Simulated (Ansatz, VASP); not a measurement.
# Two plane-wave programs on AlN

Contents of INCAR:

```
SYSTEM = AlN
ALGO = Normal
EDIFF = 1E-6
ENCUT = 520
GGA = PE
ISIF = 2
ISMEAR = 0
LASPH = .True.
LCHARG = .True.
LELF = .True.
LREAL = .False.
LVHAR = .True.
LWAVE = .False.
NBANDS = 16
NELM = 100
PREC = Accurate
SIGMA = 0.05
```

File KPOINTS:

```
k-points
0
Gamma
  8 8 6
  0 0 0
```

POSCAR

```
AlN
1.0
    0.0000000000     -2.0522097487     -2.0522097487
    0.0000000000      2.0522097487     -2.0522097487
    4.1044194972      0.0000000000      0.0000000000
Al N
2 2
Direct
    0.5231904950      0.4768095050      0.0000000000
   -0.0231904950      0.0231904950      0.5000000000
    0.4915866847      0.5084133153      0.5000000000
    0.0084133153      0.9915866847      0.0000000000
```

Input for Ansatz:

```yaml
crystal:
  lattice:
    - [0.0, -2.0522097487, -2.0522097487]
    - [0.0, 2.0522097487, -2.0522097487]
    - [4.1044194972, 0.0, 0.0]
  atoms:
    - { symbol: Al, position: [0.523190495, 0.476809505, 0.0] }
    - { symbol: Al, position: [-0.023190495, 0.023190495, 0.5] }
    - { symbol: "N", position: [0.4915866847, 0.5084133153, 0.5] }
    - { symbol: "N", position: [0.0084133153, 0.9915866847, 0.0] }
basis:
  ecutwfc: 520.0
kpoints:
  mp_grid: { grid: [8, 8, 6] }
hamiltonian:
  xc: pbe
  pseudopotentials: { kind: paw }
scf:
  occupations: { method: gaussian, width: 0.05 }
output:
  forces: true
  stress: true
  eigenvalues: true
```

Change from the starting cell: mode 4 frozen in at -0.094 Å, equal normal strain along x, y and z +0.0083.

Alike in both runs: task single point; functional PBE; k mesh 8 × 8 × 6; occupations gaussian, width 0.05 eV; no spin polarisation.

|  | VASP | Ansatz |
| --- | --- | --- |
| version | VASP 6.6.1 | Ansatz 0.2.0 |
| potentials or method | VASP PAW PBE potentials, release 64 (Al, N) | scalar-relativistic, plane waves, PAW |
| plane-wave cutoff (eV) | 520 | 520 |
| valence electrons in the cell | 16 | 16 |

VASP gave:

- gap on the k mesh at the Fermi level (eV): 4.13
- least direct gap on the mesh (eV): 4.18
- pressure (GPa): -5.4
- largest component of the traceless stress (GPa): 1.29
- rms of the force components (eV/Å): 0.379

Problem. What did Ansatz give for the same quantities?

Solution. gap on the k mesh at the Fermi level (eV): 4.15; least direct gap on the mesh (eV): 4.20; pressure (GPa): -5.1; largest component of the traceless stress (GPa): 1.29; rms of the force components (eV/Å): 0.379.

Atom by atom the forces differ by 0.000 eV/Å (rms over components). The functional is the same, so the differences come from potentials, cutoffs and numerics.

A k mesh can miss the band edges.
